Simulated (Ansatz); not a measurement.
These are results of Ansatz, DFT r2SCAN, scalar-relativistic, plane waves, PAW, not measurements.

Structure of SiO2:

```yaml
crystal:
  lattice:
    - [5.05851, 0.00000, 0.00000]
    - [-2.52926, 4.38080, 0.00000]
    - [0.00000, 0.00000, 5.54172]
  atoms:
    - { symbol: Si, position: [0.50000, 0.50000, 0.33333] }
    - { symbol: Si, position: [0.00000, 0.50000, 0.66667] }
    - { symbol: Si, position: [0.50000, 0.00000, 0.00000] }
    - { symbol: O, position: [0.20820, 0.79180, 0.83333] }
    - { symbol: O, position: [0.41640, 0.20820, 0.16667] }
    - { symbol: O, position: [0.20820, 0.41640, 0.50000] }
    - { symbol: O, position: [0.79180, 0.20820, 0.83333] }
    - { symbol: O, position: [0.58360, 0.79180, 0.16667] }
    - { symbol: O, position: [0.79180, 0.58360, 0.50000] }
```

Cutoff 500 eV; k points 6×6×4 on the computed 9-atom cell (Γ-centred); Gaussian smearing, width 0.02 eV; no spin polarisation.

Levels along Γ–M–K–Γ–A–L–H–A | L–M | H–K, in eV from a zero inside the gap, sorted by energy at each point. Points in fractions of the primitive reciprocal vectors: Γ (0.000 0.000 0.000), M (0.500 0.000 0.000), K (0.333 0.333 0.000), A (0.000 0.000 0.500), L (0.500 0.000 0.500), H (0.333 0.333 0.500).
```csv
point,"k (1/Å, with 2π)",band 21,band 22,band 23,band 24,band 25,band 26,band 27
Γ,0.000,-4.16,-3.61,-3.61,-3.34,3.15,6.60,6.60
-,0.102,-4.17,-3.59,-3.58,-3.37,3.23,6.61,6.63
-,0.205,-4.20,-3.55,-3.54,-3.43,3.44,6.61,6.72
-,0.307,-4.22,-3.67,-3.52,-3.37,3.77,6.60,6.87
-,0.410,-4.22,-3.86,-3.50,-3.28,4.18,6.56,7.03
-,0.512,-4.20,-4.06,-3.49,-3.21,4.63,6.46,7.16
-,0.615,-4.22,-4.17,-3.50,-3.17,5.06,6.27,7.23
M,0.717,-4.31,-4.16,-3.50,-3.15,5.28,6.12,7.25
-,0.776,-4.32,-4.12,-3.50,-3.15,5.29,6.13,7.20
-,0.835,-4.34,-4.03,-3.50,-3.17,5.35,6.15,7.10
-,0.895,-4.38,-3.95,-3.51,-3.18,5.43,6.17,6.99
-,0.954,-4.43,-3.86,-3.52,-3.19,5.55,6.20,6.88
-,1.013,-4.49,-3.78,-3.55,-3.20,5.69,6.20,6.77
-,1.072,-4.54,-3.71,-3.59,-3.21,5.85,6.14,6.70
K,1.131,-4.60,-3.64,-3.64,-3.21,6.01,6.01,6.68
-,1.250,-4.47,-3.78,-3.54,-3.21,5.58,6.35,6.71
-,1.368,-4.28,-3.94,-3.47,-3.23,5.04,6.64,6.74
-,1.486,-4.07,-4.04,-3.44,-3.29,4.48,6.74,6.75
-,1.604,-4.17,-3.79,-3.44,-3.37,3.96,6.70,6.73
-,1.723,-4.19,-3.60,-3.47,-3.46,3.53,6.64,6.71
-,1.841,-4.17,-3.59,-3.57,-3.38,3.25,6.61,6.64
Γ,1.959,-4.16,-3.61,-3.61,-3.34,3.15,6.60,6.60
-,2.040,-3.99,-3.76,-3.47,-3.33,3.20,6.55,6.60
-,2.121,-3.90,-3.83,-3.35,-3.31,3.34,6.46,6.53
-,2.202,-4.04,-3.70,-3.29,-3.25,3.57,6.37,6.37
-,2.283,-4.16,-3.59,-3.25,-3.19,3.87,6.13,6.27
-,2.364,-4.24,-3.51,-3.22,-3.15,4.22,5.80,6.19
-,2.445,-4.29,-3.46,-3.18,-3.14,4.61,5.43,6.14
A,2.526,-4.31,-3.44,-3.15,-3.15,5.02,5.02,6.12
-,2.629,-4.30,-3.46,-3.18,-3.17,5.07,5.07,6.17
-,2.731,-4.27,-3.52,-3.25,-3.21,5.20,5.22,6.33
-,2.833,-4.23,-3.60,-3.36,-3.28,5.40,5.45,6.58
-,2.936,-4.19,-3.70,-3.50,-3.35,5.66,5.76,6.87
-,3.038,-4.14,-3.79,-3.65,-3.42,5.96,6.11,7.03
-,3.141,-4.10,-3.86,-3.78,-3.47,6.23,6.48,7.03
L,3.243,-4.08,-3.88,-3.85,-3.49,6.36,6.76,6.85
-,3.302,-4.08,-3.88,-3.85,-3.50,6.37,6.77,6.83
-,3.362,-4.08,-3.88,-3.88,-3.52,6.38,6.79,6.82
-,3.421,-4.07,-3.92,-3.88,-3.57,6.40,6.81,6.82
-,3.480,-4.07,-3.97,-3.87,-3.62,6.43,6.83,6.85
-,3.539,-4.06,-4.02,-3.86,-3.69,6.45,6.87,6.89
-,3.598,-4.06,-4.05,-3.84,-3.77,6.48,6.90,6.93
H,3.657,-4.06,-4.04,-3.82,-3.82,6.49,6.93,6.93
-,3.776,-4.11,-4.02,-3.75,-3.75,6.42,6.74,6.98
-,3.894,-4.14,-3.89,-3.66,-3.60,6.18,6.38,7.05
-,4.012,-4.17,-3.77,-3.53,-3.46,5.85,5.96,7.04
-,4.130,-4.21,-3.65,-3.40,-3.33,5.52,5.58,6.72
-,4.249,-4.26,-3.54,-3.27,-3.24,5.25,5.28,6.40
-,4.367,-4.29,-3.47,-3.19,-3.17,5.08,5.09,6.19
A,4.485,-4.31,-3.44,-3.15,-3.15,5.02,5.02,6.12
L,4.485,-4.08,-3.88,-3.85,-3.49,6.36,6.76,6.85
-,4.566,-4.14,-3.90,-3.80,-3.47,6.20,6.74,6.92
-,4.647,-4.24,-3.94,-3.71,-3.42,5.94,6.57,7.03
-,4.728,-4.32,-3.99,-3.63,-3.34,5.71,6.41,7.07
-,4.809,-4.36,-4.05,-3.58,-3.27,5.52,6.29,7.12
-,4.890,-4.34,-4.11,-3.53,-3.21,5.39,6.20,7.17
-,4.971,-4.32,-4.15,-3.51,-3.17,5.30,6.14,7.22
M,5.052,-4.31,-4.16,-3.50,-3.15,5.28,6.12,7.25
H,5.052,-4.06,-4.04,-3.82,-3.82,6.49,6.93,6.93
-,5.133,-4.10,-3.96,-3.89,-3.70,6.46,6.66,7.15
-,5.214,-4.17,-3.88,-3.83,-3.57,6.41,6.43,7.14
-,5.295,-4.28,-3.82,-3.75,-3.45,6.24,6.32,7.00
-,5.376,-4.38,-3.76,-3.69,-3.35,6.11,6.22,6.87
-,5.457,-4.48,-3.71,-3.65,-3.27,6.03,6.13,6.76
-,5.538,-4.55,-3.67,-3.63,-3.23,6.00,6.06,6.70
K,5.619,-4.60,-3.64,-3.64,-3.21,6.01,6.01,6.68
```

This form isn't the usual stable structure of the compound.

Cost: 1 run of about 3.7 core-minutes, on Arm Neoverse V1 (shared hosts).